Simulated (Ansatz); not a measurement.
# HfSiO4 (Hafnon) (I4_1/amd) in Ansatz: relaxation of the atoms with PBE

Aim: the relaxation of the atoms of HfSiO4 (Hafnon) with PBE.

Everything below comes from runs of Ansatz 0.2.0. Logs are shortened: lines on timing, memory, paths and dates and some standing lists are left out, and cuts for length are marked.

### Step 1. The cell of the first run

Symmetry: I4_1/amd, No. 141, tetragonal system. Conventional cell: a = 6.572 Å, b = 6.572 Å, c = 6.202 Å, α = 90.00°, β = 90.00°, γ = 90.00°. Hf (site symmetry -4m2) has 8 O at 2.12 to 2.32 Å as nearest neighbours. Si (site symmetry -4m2) is surrounded by 4 O at 1.65 Å. O (site symmetry m) is surrounded by 1 Si at 1.65 Å.

### Step 2. Relaxation of the atoms, PBE (strained by +4 %)

input.yaml

```yaml
crystal:
  lattice:
    - [-3.28625, 3.28625, 3.100864]
    - [3.28625, -3.28625, 3.100864]
    - [3.28625, 3.28625, -3.100864]
  atoms:
    - { symbol: Hf, position: [0.0, 0.0, 0.0] }
    - { symbol: Hf, position: [0.75, 0.25, 0.5] }
    - { symbol: Si, position: [0.5, 0.5, 0.0] }
    - { symbol: Si, position: [0.25, 0.75, 0.5] }
    - { symbol: O, position: [0.6802, 0.4957, 0.8155] }
    - { symbol: O, position: [0.2457, 0.9302, 0.3155] }
    - { symbol: O, position: [0.6802, 0.8647, 0.1845] }
    - { symbol: O, position: [0.6147, 0.9302, 0.6845] }
    - { symbol: O, position: [0.0698, 0.3853, 0.3155] }
    - { symbol: O, position: [0.5043, 0.3198, 0.1845] }
    - { symbol: O, position: [0.0698, 0.7543, 0.6845] }
    - { symbol: O, position: [0.1353, 0.3198, 0.8155] }
hamiltonian:
  xc: pbe
  pseudopotentials: { kind: paw }
kpoints:
  mp_grid: { grid: [5, 5, 5] }
scf:
  occupations: { method: fermi_dirac, width: 0.05 }
output:
  forces: true
  stress: true
  eigenvalues: true
relax:
  f_tol: 0.01
  max_steps: 40
```

Potentials or basis: Ansatz PAW.

The run is started by

```sh
$ ansatz run input.yaml --threads 4 --pin off --max-ram 11264MiB --backend cpu --events-out ev --progress --plain --runs-dir out
```

Standard output:

```text
Warning: output.stress: scf.convergence.dr2_threshold = 1e-7 eV (the SCF's general default) is looser than the 1.2e-9 eV advised for a printed stress (1e-10 eV for each atom of the cell: 12). What an SCF threshold leaves in a stress goes as its square root, and in the free energy as the threshold itself, and one threshold admits the most on a small cell: of the crystals measured, under no hybrid functional and no lock of the moments, on runs that ended without the residual-converged pass, on stresses that held no estimate of that error, the worst erred by over 100 MPa in a component at 1e-7 eV an atom and by under 5 at 1e-10. Every solve of this run answers to scf.convergence.dr2_threshold, and the tensor of one is reported: a single SCF on the reported geometry and on this run's grids (its basis.xc_grid and basis.ecutrho_ratio typed), with scf.convergence.dr2_threshold at 1.2e-9 eV or tighter, prints it and tightens no other solve. Else set scf.convergence.dr2_threshold to 1.2e-9 eV or tighter. The threshold is an SCF's pass mark: one that does not reach it within its budget of iterations ends unconverged, or closes short of it on a stop that the run arms, and scf.convergence.dr2_threshold's page says what that costs each kind of run
Warning: RAYON_NUM_THREADS=4 ignored (pool sized by the plan → 4); use --threads N
Engine: ansatz 0.2.0, aarch64-unknown-linux-gnu
Pseudopotentials: kind: paw
Pseudopotential: Hf, paw, valence charge 26, recommended cutoff 420 eV (normal), Hf.paw.azcp
Pseudopotential: Si, paw, valence charge 4, recommended cutoff 420 eV (normal), Si.paw.azcp
Pseudopotential: O, paw, valence charge 6, recommended cutoff 420 eV (normal), O.paw.azcp
Functional definition: PBE
  parameter kappa = 0.804
  parameter beta = 0.06672455060314922
  exchange = pbe_x(kappa = kappa, mu = beta*pi^2/3)
  correlation = pbe_c(beta = beta)
Crystal: 12 atoms, lattice volume = 133.950 Å³
Basis set: ecut = 420 eV, 2643 PW (Γ), exchange–correlation on 80×80×80 points (8 copies of the dense FFT grid, shifted against one another)
Bands: 66, of which v1, the nominal top of the filled ones, is band 54 counted from 1 (53 counted from 0)
Symmetry: 16 space group operations
Space group: I41/amd (ITA 141), of the structure as read, at distance tolerance 5.1e-5 Å
k-points: 18 of 125
Non-local potential: Hf, projectors of the file, l = 0: 3, l = 1: 2, l = 2: 2, l = 3: 3
Non-local potential: Si, projectors of the file, l = 0: 2, l = 1: 2, l = 2: 2
Non-local potential: O, projectors of the file, l = 0: 2, l = 1: 2, l = 2: 1
PAW form: soft (Blöchl's): semilocal exchange-correlation on the pseudo side does not see the compensation charge
PAW one-centre angular grid: Hf, 590 points (default); XC on 64 Gauss nodes
PAW one-centre angular grid: Si, 110 points (default); XC on 64 Gauss nodes
PAW one-centre angular grid: O, 110 points (default); XC on 64 Gauss nodes
Initial density: superposition of atomic densities (neutral atoms: chi_scale 0, normalization atom), corrected by the library's trained network
Initial wavefunctions: pseudopotential atomic-orbital guess
Functional: x = pbe(κ = 0.804, μ = 0.2195149727645171), c = pbe(β = 0.06672455060314922)
SCF iter   1: F=—  HF=-37271.605759 eV  |F-HF|=—  |Δ(HF+E_count)|=         —  Δρ=1.97e-3  dr2=2.99e-3  ethr=1.77e-3  ⟨swp⟩=6.3  Hψ=4785  notcnv=0
preconditioner: auto → Resta (q_TF=auto, 2.632 Å⁻¹)  ε∞=4.6  [insulator: Δε(μ)=5.259 eV  Ē_g=17.357 eV  σ=0.050 eV  W_gap=1.00  n_scr=42 (ndim 8)  ℏωp=32.7 eV  f_vac=0.040  D(μ)=0.00/eV (n_scr^D=0)  ε∞_Penn≈4.6]
SCF iter   2: F=—  HF=-37271.608264 eV  |F-HF|=—  |Δ(HF+E_count)|=   2.50e-3  Δρ=1.08e-3  dr2=7.27e-4  ethr=2.77e-6  ⟨swp⟩=2.0  Hψ=2309  notcnv=0  defer=9
SCF iter   3: F=—  HF=-37271.609238 eV  |F-HF|=—  |Δ(HF+E_count)|=   9.75e-4  Δρ=2.89e-4  dr2=1.19e-4  ethr=6.74e-7  ⟨swp⟩=2.1  Hψ=1982  notcnv=0  defer=9
SCF iter   4: F=—  HF=-37271.609302 eV  |F-HF|=—  |Δ(HF+E_count)|=   6.42e-5  Δρ=1.08e-4  dr2=2.33e-5  ethr=1.10e-7  ⟨swp⟩=2.1  Hψ=1974  notcnv=0  defer=9
SCF iter   5: F=—  HF=-37271.609306 eV  |F-HF|=—  |Δ(HF+E_count)|=   3.29e-6  Δρ=5.34e-5  dr2=7.44e-6  ethr=2.16e-8  ⟨swp⟩=2.1  Hψ=1775  notcnv=0  defer=9
SCF iter   6: F=-37271.609305 eV  HF=-37271.609305 eV  |F-HF|=7.08e-8  |Δ(HF+E_count)|=   8.60e-7  Δρ=2.24e-5  dr2=5.63e-7  ethr=2.31e-9  ⟨swp⟩=9.3  Hψ=5215  notcnv=0
SCF 1 converged in 6 iterations: F = -37271.609305 eV  dr2 = 5.63e-7
relax step   1: F+E_penalty+E_count = -37271.60930481 eV  Δ(F+E_penalty+E_count) = +0.000e0 eV  max|allowed force component| = 9.217e-2 eV/Å  Δτ_max = 0.0000 Å  (6 SCF iters, dr2 threshold 2.50e-6 eV, accepted)
Initial density: handed on by an earlier stage of this run
Initial wavefunctions: those handed on with the density
iter 1 solved again at ethr=1.26e-7 eV; its pass at ethr=3.10e-3 eV (dr2=1.36e-4 eV) is discarded
SCF iter   1: F=—  HF=-37271.611020 eV  |F-HF|=—  |Δ(HF+E_count)|=         —  Δρ=3.68e-4  dr2=1.48e-4  ethr=1.26e-7  ⟨swp⟩=2.0  Hψ=3302  notcnv=0  defer=45
preconditioner: auto → Resta (q_TF=auto, 2.632 Å⁻¹)  ε∞=4.6  [insulator: Δε(μ)=5.273 eV  Ē_g=17.362 eV  σ=0.050 eV  W_gap=1.00  n_scr=42 (ndim 8)  ℏωp=32.7 eV  f_vac=0.044  D(μ)=0.00/eV (n_scr^D=0)  ε∞_Penn≈4.6]
SCF iter   2: F=—  HF=-37271.611083 eV  |F-HF|=—  |Δ(HF+E_count)|=   6.30e-5  Δρ=2.03e-4  dr2=4.28e-5  ethr=1.26e-7  ⟨swp⟩=2.3  Hψ=1529  notcnv=0  defer=45
SCF iter   3: F=—  HF=-37271.611077 eV  |F-HF|=—  |Δ(HF+E_count)|=   5.97e-6  Δρ=7.80e-5  dr2=6.27e-6  ethr=3.96e-8  ⟨swp⟩=2.0  Hψ=1826  notcnv=0  defer=45
SCF iter   4: F=-37271.611075 eV  HF=-37271.611075 eV  |F-HF|=1.26e-7  |Δ(HF+E_count)|=   2.30e-6  Δρ=1.59e-5  dr2=2.71e-7  ethr=4.92e-10  ⟨swp⟩=7.8  Hψ=5793  notcnv=0
[... 28 lines left out ...]
SCF 6 converged in 4 iterations: F = -37271.612336 eV  dr2 = 2.43e-8
relax step   6: F+E_penalty+E_count = -37271.61233643 eV  Δ(F+E_penalty+E_count) = +9.233e-6 eV  max|allowed force component| = 1.419e-2 eV/Å  Δτ_max = 0.0006 Å  (4 SCF iters, rejected (line search))
SCF iter   1: F=—  HF=-37271.612271 eV  |F-HF|=—  |Δ(HF+E_count)|=         —  Δρ=6.83e-5  dr2=7.89e-6  ethr=7.19e-8  ⟨swp⟩=2.0  Hψ=2337  notcnv=0
SCF iter   2: F=—  HF=-37271.612360 eV  |F-HF|=—  |Δ(HF+E_count)|=   8.85e-5  Δρ=2.74e-5  dr2=1.14e-6  ethr=7.31e-9  ⟨swp⟩=2.6  Hψ=2046  notcnv=0
SCF iter   3: F=—  HF=-37271.612359 eV  |F-HF|=—  |Δ(HF+E_count)|=   3.32e-7  Δρ=9.91e-6  dr2=1.13e-7  ethr=1.05e-9  ⟨swp⟩=2.1  Hψ=1806  notcnv=0
SCF iter   4: F=-37271.612359 eV  HF=-37271.612359 eV  |F-HF|=3.24e-9  |Δ(HF+E_count)|=   4.01e-8  Δρ=2.69e-6  dr2=6.58e-9  ethr=9.26e-11  ⟨swp⟩=7.1  Hψ=4546  notcnv=0
SCF 7 converged in 4 iterations: F = -37271.612359 eV  dr2 = 6.58e-9
relax step   7: F+E_penalty+E_count = -37271.61235945 eV  Δ(F+E_penalty+E_count) = -1.379e-5 eV  max|allowed force component| = 5.521e-5 eV/Å  Δτ_max = 0.0003 Å  (4 SCF iters, accepted)
SCF converged after 4 iterations
Free energy (F): -37271.612359 eV
Harris-Foulkes:  -37271.612359 eV  (|F-HF|=3.24e-9)
Internal energy: -37271.612359 eV  (E = F + TS)
E sigma→0 (E₀):  -37271.612359 eV
Fermi energy:    12.149065 eV
--- Per-component energies (eV) ---
  E_band       = -269.030109
  E_kinetic    = 2337.683789
  E_local      = -16129.541525  (includes V_loc(G=0)·N_el)
  E_nonlocal   = -2055.026942
  E_hartree    = 7199.066916
  E_xc         = -1301.903528
  E_vxc        = -1381.010363  (∫ρ·V_xc dr)
  E_paw        = -16145.621796  (= ΣΔE_a)
  E_vpaw       = 2560.704043  (= ΣTr[D̂ρ^β])
  E_aug_tail   = 0.019953  (compensation charges beyond the density's cutoff)
  E_ewald      = -11176.289226
  E_smearing   = -0.000000  (= −TS)
  E_closure    = 0.000000  (closes the sum)
  Σ components = -37271.612359   (vs F -37271.612359, Δ=0.00e0)
--- Forces (eV/Å), atoms counted from 1 ---
  atom   1  Hf    -0.00000000    -0.00000000    -0.00000000
  atom   2  Hf     0.00000000    -0.00000000     0.00000000
  atom   3  Si     0.00000000     0.00000000     0.00000000
  atom   4  Si    -0.00000000     0.00000000    -0.00000000
  atom   5  O      0.00005521     0.00000000     0.00002567
  atom   6  O      0.00000000     0.00005521     0.00002567
  atom   7  O     -0.00005521     0.00000000     0.00002567
  atom   8  O      0.00000000    -0.00005521     0.00002567
  atom   9  O      0.00005521     0.00000000    -0.00002567
  atom  10  O     -0.00000000    -0.00005521    -0.00002567
  atom  11  O     -0.00005521    -0.00000000    -0.00002567
  atom  12  O     -0.00000000     0.00005521    -0.00002567
  max |Σ_I F_I| component: 1.12e-17 eV/Å
--- Stress (GPa, compression-positive) ---
        0.647005       0.000000       0.000000
        0.000000       0.647005       0.000000
        0.000000      -0.000000      -9.694748
  P = ⅓ Tr σ = -2.8002 GPa (-28.002 kbar)
--- Band table (eV; the first three rows and the last of 18) ---
  k-point 0: bands = ["-51.0489", "-51.0416", "-19.8192", "-19.8192", "-19.7326", "-19.7244", "-19.6702", "-19.6702", "-9.4069", "-8.4380", "-7.7049", "-7.6719", "-7.0936", "-7.0936", "-7.0120", "-7.0120", "-0.9576", "-0.9470", "-0.9458", "-0.9458", "-0.9342", "-0.9342", "-0.9327", "-0.9279", "-0.9273", "-0.9250", "-0.9120", "-0.9120", "-0.9089", "-0.9089", "1.9721", "3.4121", "3.8660", "4.4245", "4.4245", "4.9664", "5.2431", "5.6429", "6.2805", "6.5157", "6.5157", "6.8658", "7.2380", "7.2380", "7.9591", "7.9591", "8.7253", "8.7253", "8.7431", "8.7671", "9.0378", "9.0633", "9.0633", "9.5521", "15.3027", "15.3351", "15.4470", "15.5511", "15.5511", "16.1646", "16.3940", "16.3940", "16.6415", "17.7436", "18.4528", "19.0787"]
  k-point 1: bands = ["-51.0482", "-51.0423", "-19.8219", "-19.8061", "-19.7494", "-19.7149", "-19.6856", "-19.6603", "-9.2712", "-8.4528", "-7.6508", "-7.6335", "-7.1733", "-7.1474", "-7.1444", "-7.0711", "-0.9573", "-0.9491", "-0.9461", "-0.9446", "-0.9386", "-0.9337", "-0.9327", "-0.9307", "-0.9284", "-0.9278", "-0.9213", "-0.9130", "-0.9085", "-0.9076", "2.2927", "3.6550", "4.1117", "4.3319", "4.4071", "5.2920", "5.5158", "5.7451", "5.8669", "6.0592", "6.7074", "6.9729", "6.9748", "7.0747", "7.9454", "8.0778", "8.5375", "8.5591", "8.7221", "8.7222", "8.7774", "8.8258", "9.0529", "9.3935", "15.1094", "15.1692", "15.3918", "15.5002", "15.9276", "16.2209", "16.3645", "16.5848", "16.8819", "18.2184", "18.8022", "19.1245"]
  k-point 2: bands = ["-51.0464", "-51.0441", "-19.8150", "-19.7883", "-19.7706", "-19.7246", "-19.6826", "-19.6606", "-8.9287", "-8.5866", "-7.5395", "-7.5315", "-7.3450", "-7.3250", "-7.2546", "-7.2101", "-0.9539", "-0.9534", "-0.9491", "-0.9458", "-0.9422", "-0.9387", "-0.9385", "-0.9364", "-0.9289", "-0.9287", "-0.9208", "-0.9121", "-0.9111", "-0.9089", "3.0773", "3.8143", "4.4657", "4.6154", "4.7322", "5.1539", "5.2298", "5.4681", "5.9956", "6.2664", "6.3001", "6.7891", "7.1981", "7.2323", "7.3160", "8.0178", "8.2384", "8.2920", "8.3941", "8.6607", "8.6967", "8.7218", "8.9841", "9.0846", "14.8140", "14.9052", "15.5345", "15.5838", "15.8980", "15.9956", "16.8209", "17.1041", "17.5581", "18.5857", "18.7302", "18.7828"]
  k-point 17: bands = ["-51.0456", "-51.0449", "-19.8302", "-19.8244", "-19.7415", "-19.7209", "-19.6636", "-19.6607", "-8.8823", "-8.7864", "-7.7665", "-7.7654", "-7.1907", "-7.1148", "-7.0668", "-7.0045", "-0.9548", "-0.9516", "-0.9465", "-0.9441", "-0.9397", "-0.9371", "-0.9351", "-0.9299", "-0.9287", "-0.9283", "-0.9175", "-0.9168", "-0.9111", "-0.9046", "2.7189", "2.9228", "4.3668", "4.3728", "4.9091", "5.1500", "5.7817", "6.0370", "6.2477", "6.5290", "6.5911", "6.5991", "7.4610", "7.7086", "7.7677", "7.7956", "7.9992", "8.0925", "8.3010", "8.3918", "8.5151", "8.5767", "8.6428", "8.7940", "15.4822", "15.5728", "15.8831", "15.9687", "16.0141", "16.0998", "16.5145", "16.5757", "17.4116", "17.5718", "18.7550", "19.0330"]
--- Relaxed structure (7 steps of the walk, 5 accepted, 0 SCFs on fresh bases) ---
  F+E_penalty+E_count = -37271.61235945 eV   max|allowed force component| = 5.521e-5 eV/Å
  atoms:
    - { symbol: Hf, position: [-5.108141666708352e-20, -4.317706457910131e-20, -1.3403031801361335e-20] }
    - { symbol: Hf, position: [0.75, 0.25, 0.49999999999999994] }
    - { symbol: Si, position: [0.5000000000000001, 0.5000000000000001, -1.3403031801361379e-20] }
    - { symbol: Si, position: [0.25, 0.75, 0.49999999999999994] }
    - { symbol: O, position: [0.6789626947113718, 0.4937930936468859, 0.8148303989355141] }
    - { symbol: O, position: [0.24379309364688578, 0.9289626947113718, 0.314830398935514] }
    - { symbol: O, position: [0.6789626947113719, 0.8641322957758579, 0.18516960106448596] }
    - { symbol: O, position: [0.6141322957758577, 0.9289626947113718, 0.6851696010644859] }
    - { symbol: O, position: [0.07103730528862827, 0.38586770422414235, 0.31483039893551407] }
    - { symbol: O, position: [0.5062069063531143, 0.32103730528862834, 0.18516960106448596] }
    - { symbol: O, position: [0.0710373052886283, 0.7562069063531142, 0.6851696010644859] }
    - { symbol: O, position: [0.13586770422414238, 0.3210373052886283, 0.8148303989355141] }
```

Wall time 14 s (4 threads of Arm Neoverse V2, shared host); peak memory 0.6 GiB.

Results:

- Free energy: -37271.6124 eV
- Energy gained by relaxing: 0.3 meV/atom
- Ionic steps: 5
- Pressure after relaxing: -2.8 GPa
- Band gap on the k mesh: 5.26 eV, indirect (least direct gap 5.70 eV)

Step by step:
```csv
step,energy change (eV),largest force (eV/Å)
1,0.0000,0.0932
2,-0.0018,0.0589
3,-0.0030,0.0131
4,-0.0030,0.0132
5,-0.0031,0.0001
```

Final structure:
```yaml
crystal:
  lattice:
    - [-3.28625, 3.28625, 3.10086]
    - [3.28625, -3.28625, 3.10086]
    - [3.28625, 3.28625, -3.10086]
  atoms:
    - { symbol: Hf, position: [0.00000, 0.00000, 0.00000] }
    - { symbol: Hf, position: [0.75000, 0.25000, 0.50000] }
    - { symbol: Si, position: [0.50000, 0.50000, 0.00000] }
    - { symbol: Si, position: [0.25000, 0.75000, 0.50000] }
    - { symbol: O, position: [0.67896, 0.49379, 0.81483] }
    - { symbol: O, position: [0.24379, 0.92896, 0.31483] }
    - { symbol: O, position: [0.67896, 0.86413, 0.18517] }
    - { symbol: O, position: [0.61413, 0.92896, 0.68517] }
    - { symbol: O, position: [0.07104, 0.38587, 0.31483] }
    - { symbol: O, position: [0.50621, 0.32104, 0.18517] }
    - { symbol: O, position: [0.07104, 0.75621, 0.68517] }
    - { symbol: O, position: [0.13587, 0.32104, 0.81483] }
```

Caveat: odd divisions of the mesh miss points on the zone boundary, where band edges often lie, so the gap on the mesh can be too wide; the pressure holds a Pulay correction of +0.7 GPa for the finite cutoff; spin-orbit coupling is left out, which moves the levels of the heavy elements; the thresholds are loose for stress. A k mesh can miss the band edges.
